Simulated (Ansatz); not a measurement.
# Cobalt, bcc: HSE06 at the PBE geometry

How do the levels and moments change when part of the exchange is made exact, and what does it cost? The cell comes from an earlier PBE relaxation. Exact exchange is dear, so the k-mesh is coarse, and PBE is run on the same mesh for comparison.

Method: DFT, plane waves (420 eV) with PBE-made PAW files, scalar-relativistic; functionals as named at each step, in Ansatz 0.2.0.

**1. The starting structure**

Symmetry: Im-3m, No. 229, cubic system. The conventional cell has a = 2.812 Å, b = 2.812 Å, c = 2.812 Å, α = 90.00°, β = 90.00°, γ = 90.00°. Co (site symmetry m-3m) has 8 Co at 2.43 Å as nearest neighbours.

Coordinates:

```
Co
1.0
    -1.40584    1.40584    1.40584
     1.40584   -1.40584    1.40584
     1.40584    1.40584   -1.40584
Co
1
Direct
  0.00000 0.00000 0.00000
```

The atoms start with moments of +1.83 μB.

**2. PBE on the coarse mesh**

The run with PBE.

File input.yaml:

```yaml
crystal:
  lattice:
    - [-1.4058358652, 1.4058358652, 1.4058358652]
    - [1.4058358652, -1.4058358652, 1.4058358652]
    - [1.4058358652, 1.4058358652, -1.4058358652]
  atoms:
    - { symbol: Co, position: [0.0, 0.0, 0.0], spin: 1.826 }
hamiltonian:
  xc: pbe
  pseudopotentials:
    kind: paw
    azcp:
      Co: "pseudopotentials/Co.paw.azcp"
basis:
  ecutwfc: 420
  fft_grid_basis: typed
kpoints:
  mp_grid: { grid: [8, 8, 8], shift: [0, 0, 0] }
magnetization:
  spin_polarized: true
scf:
  occupations: { method: fermi_dirac, width: 0.1 }
```

Run with:

```sh
$ ansatz run input.yaml --threads 4 --pin off --max-ram 8192MiB --backend cpu --events-out ev --progress --plain --runs-dir out
```

Output, cut to the lines that bear on the results:

```text
Warning: RAYON_NUM_THREADS=4 ignored (pool sized by the plan → 4); use --threads N
[...]
Pseudopotentials: kind: paw
Pseudopotential: Co, paw, valence charge 17, recommended cutoff 420 eV (normal), <dir>
Functional definition: PBE
[...]
Crystal: 1 atoms, lattice volume = 11.114 Å³
Basis set: ecut = 420 eV, 225 PW (Γ)
Bands: 14, of which v1, the nominal top of the filled ones, is band 9 counted from 1 (8 counted from 0)
Symmetry: 48 space group operations
Space group: Im-3m (ITA 229), of the structure as read, at distance tolerance 2.2e-5 Å
Magnetic group: BNS 229.140 (UNI 1642), of the structure as read, at distance tolerance 2.2e-5 Å
k-points: 29 of 512
[...]
Starting moments: Σ|m| = 1.826 μB on 1 of 1 site
[...]
SCF iter   1: F=—  HF=-5125.810040 eV  |F-HF|=—  |Δ(HF+E_count)|=         —  Δρ=1.13e-1 (↑2.64e-2 ↓1.13e-1)  dr2=1.21e0  dr2_m=2.09e-1  M=1.821 μB ∫|m|=1.884 μB  β_m=0.30  ethr=3.10e-3  ⟨swp⟩=4.8  Hψ=3940  notcnv=0
[...]
SCF iter  10: F=-5126.105131 eV  HF=-5126.105131 eV  |F-HF|=3.26e-10  |Δ(HF+E_count)|=    0.00e0  Δρ=1.61e-6 (↑8.66e-7 ↓1.61e-6)  dr2=4.04e-10  dr2_m=1.51e-11  M=1.803 μB ∫|m|=1.933 μB  ethr=4.72e-12  ⟨swp⟩=1.0  Hψ=2192  notcnv=0
[...]
SCF converged after 10 iterations
Magnetization: 1.8033 μB (9.4016 up, 7.5984 down)
Absolute magnetization: 1.9336 μB (∫|ρ↑−ρ↓|, with the PAW one-centre terms)
Spin contamination: 0.0272 ħ² per cell (⟨S²⟩ above its minimum at these occupations)
Per-site moments (μB) at R_I (Å): [(1.8633689374720899, 1.0044288975719426)]
Free energy (F): -5126.105131 eV
[...]
E sigma→0 (E₀):  -5126.084544 eV
Entropy (-TS):   -0.041173 eV (-41.173 meV/atom)
Fermi energy:    18.514686 eV
[...]
```

Run time: 0.52 s. Hardware: 4 threads of Arm Neoverse V2, shared host; peak memory 0.23 GiB.

**3. HSE06, coarse mesh**

The run with HSE06.

Edit input.yaml of step 2 so:

```diff
@@ -8,3 +8,3 @@
 hamiltonian:
-  xc: pbe
+  xc: hse06
   pseudopotentials:
```

Run with:

```sh
$ ansatz run input.yaml --threads 4 --pin off --max-ram 8192MiB --backend cpu --events-out ev --progress --plain --runs-dir out
```

Output, cut to the lines that bear on the results:

```text
Warning: RAYON_NUM_THREADS=4 ignored (pool sized by the plan → 4); use --threads N
[...]
[... 2 set-up lines as earlier in the session ...]
Functional definition: HSE06
[...]
Crystal: 1 atoms, lattice volume = 11.114 Å³
Basis set: ecut = 420 eV, 225 PW (Γ)
Bands: 14, of which v1, the nominal top of the filled ones, is band 9 counted from 1 (8 counted from 0)
[... 2 set-up lines as earlier in the session ...]
Magnetic group: BNS 229.140 (UNI 1642), of the structure as read, at distance tolerance 2.2e-5 Å
k-points: 29 of 512
[...]
Starting moments: Σ|m| = 1.826 μB on 1 of 1 site
[...]
hybrid SCF converged: 3 outer / 20 inner (+14 warm-up), last move |dexx| = 5.34e-8 eV, tail = 1.42e-7 eV
Magnetization: 2.0797 μB (9.5398 up, 7.4602 down)
Absolute magnetization: 2.3724 μB (∫|ρ↑−ρ↓|, with the PAW one-centre terms)
Spin contamination: 0.0934 ħ² per cell (⟨S²⟩ above its minimum at these occupations)
Per-site moments (μB) at R_I (Å): [(2.207148710448403, 1.0044288975719426)]
Free energy (F): -5124.251765 eV
Frozen-core exchange: fock
[...]
E sigma→0 (E₀):  -5124.238686 eV
Entropy (-TS):   -0.026157 eV (-26.157 meV/atom)
Fermi energy:    18.825911 eV
[...]
--- Band table (eV; the first three rows and the last of 58) ---
  k-point 0 ↑: bands = ["-84.8471", "-46.4173", "-46.4173", "-46.4173", "7.9591", "13.0303", "13.0303", "13.0303", "13.7007", "13.7007", "44.4422", "44.4422"]
[...]
  guard bands above this table: 2 of the run's 14 bands. The solve was not asked for them (output.publish_guard_bands: true or output.eigenvalues: true publishes all)
```

It took 5.7 s on 4 threads of Arm Neoverse V2, shared host; peak memory 0.64 GiB.

**4. Side by side**

```
functional               gap on the mesh  Fermi energy (eV)                         magnetic state  SCF cycles  exchange loops  CPU time
       PBE  none (levels filled in part)             18.515  ferromagnetic, up to 1.86 μB per atom          10               -     1.2 s
     HSE06  none (levels filled in part)             18.826  ferromagnetic, up to 2.21 μB per atom          34               3      18 s
```

**5. Summary of results**

```
                         quantity                                  value
                         PBE: gap           none (levels filled in part)
              PBE: magnetic state  ferromagnetic, up to 1.86 μB per atom
                       HSE06: gap           none (levels filled in part)
            HSE06: magnetic state  ferromagnetic, up to 2.21 μB per atom
HSE06: SCF cycles, exchange loops                                  34, 3
 HSE06: CPU time over that of PBE                                     15
```

In words: Neither PBE nor HSE06 shows a clean gap on this mesh. The largest moment goes from 1.86 to 2.21 μB; exact exchange favours larger moments in itinerant magnets. The hybrid took 15 times as much CPU time as PBE on the same settings. The exchange operator of HSE06 was renewed in 3 outer loops. The total energies in the logs cannot be compared from one functional to another.
